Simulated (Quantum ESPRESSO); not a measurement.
A run of Quantum ESPRESSO 7.5:

File pw.in:

```
&CONTROL
  calculation = 'scf'
  prefix = 'pwscf'
  outdir = './tmp'
  pseudo_dir = './pseudo'
  tprnfor = .true.
  tstress = .true.
  disk_io = 'low'
/
&SYSTEM
  ibrav = 0
  celldm(1) = 8
  nat = 4
  ntyp = 1
  ecutwfc = 45
  ecutrho = 360
  nbnd = 38
  input_dft = 'blyp'
  occupations = 'smearing'
  smearing = 'fd'
  degauss = 0.00367493
/
&ELECTRONS
  conv_thr = 8d-10
  electron_maxstep = 120
  mixing_beta = 0.5
/
ATOMIC_SPECIES
Ge    72.6300 ge_pbe_v1.4.uspp.F.UPF
CELL_PARAMETERS alat
  0.9442928003925   0.0000000000000   0.0000000000000
 -0.4721464002081   0.8177815537664   0.0000000000000
  0.0000000000000   0.0000000000000   1.5588771147993
ATOMIC_POSITIONS crystal
Ge     0.3333333333    0.6666666667    0.9370987500
Ge     0.6666666667    0.3333333333    0.4370987500
Ge     0.3333333333    0.6666666667    0.5629012500
Ge     0.6666666667    0.3333333333    0.0629012500
K_POINTS automatic
6 6 2 0 0 1
```

File gamma.in:

```
&CONTROL
  calculation = 'bands'
  prefix = 'pwscf'
  outdir = './tmp'
  pseudo_dir = './pseudo'
  disk_io = 'low'
  verbosity = 'high'
/
&SYSTEM
  ibrav = 0
  celldm(1) = 8
  nat = 4
  ntyp = 1
  ecutwfc = 45
  ecutrho = 360
  nbnd = 38
  input_dft = 'blyp'
  occupations = 'smearing'
  smearing = 'fd'
  degauss = 0.00367493
/
&ELECTRONS
  conv_thr = 1d-08
  electron_maxstep = 120
  mixing_beta = 0.5
  diago_full_acc = .true.
  startingwfc = 'random'
/
ATOMIC_SPECIES
Ge    72.6300 ge_pbe_v1.4.uspp.F.UPF
CELL_PARAMETERS alat
  0.9442928003925   0.0000000000000   0.0000000000000
 -0.4721464002081   0.8177815537664   0.0000000000000
  0.0000000000000   0.0000000000000   1.5588771147993
ATOMIC_POSITIONS crystal
Ge     0.3333333333    0.6666666667    0.9370987500
Ge     0.6666666667    0.3333333333    0.4370987500
Ge     0.3333333333    0.6666666667    0.5629012500
Ge     0.6666666667    0.3333333333    0.0629012500
K_POINTS crystal
1
0.0 0.0 0.0 1
```

The input scf2.in:

```
&CONTROL
  calculation = 'scf'
  prefix = 'pwscf'
  outdir = './tmp'
  pseudo_dir = './pseudo'
  tprnfor = .true.
  tstress = .true.
  disk_io = 'low'
/
&SYSTEM
  ibrav = 0
  celldm(1) = 8
  nat = 4
  ntyp = 1
  ecutwfc = 45
  ecutrho = 360
  nbnd = 38
  input_dft = 'blyp'
  occupations = 'fixed'
/
&ELECTRONS
  conv_thr = 1d-13
  electron_maxstep = 120
  mixing_beta = 0.5
  startingpot = 'file'
/
ATOMIC_SPECIES
Ge    72.6300 ge_pbe_v1.4.uspp.F.UPF
CELL_PARAMETERS alat
  0.9442928003925   0.0000000000000   0.0000000000000
 -0.4721464002081   0.8177815537664   0.0000000000000
  0.0000000000000   0.0000000000000   1.5588771147993
ATOMIC_POSITIONS crystal
Ge     0.3333333333    0.6666666667    0.9370987500
Ge     0.6666666667    0.3333333333    0.4370987500
Ge     0.3333333333    0.6666666667    0.5629012500
Ge     0.6666666667    0.3333333333    0.0629012500
K_POINTS automatic
6 6 2 0 0 1
```

File ph.in:

```
dielectric of Ge
&INPUTPH
  prefix = 'pwscf'
  outdir = './tmp'
  tr2_ph = 1d-18
  fildyn = 'dyn'
  niter_ph = 90
  alpha_mix(1) = 0.7
  epsil = .true.
  trans = .false.
  zeu = .true.
/
0.0000000000 0.0000000000 0.0000000000
```

Potentials or basis: GBRV 1.5 PBE.

Run with:

```sh
$ OMP_NUM_THREADS=1 pw.x -in pw.in > pw.out
$ OMP_NUM_THREADS=1 pw.x -in gamma.in > gamma.out
$ OMP_NUM_THREADS=1 pw.x -in scf2.in > scf2.out
$ OMP_NUM_THREADS=1 ph.x -in ph.in > ph.out
```

Hardware: 1 thread of Intel(R) Xeon(R) Platinum 8375C CPU @ 2.90GHz (Ice Lake), with other jobs on the host.

Question: Estimate the wall time of this run.

Answer: Run time: 5.7 min on 1 thread of Intel(R) Xeon(R) Platinum 8375C CPU @ 2.90GHz (Ice Lake), on a shared host, peak memory 0.3 GiB. Counts: scf iterations 13, k pools 1, bands 38, k points 7, g dense 71103.
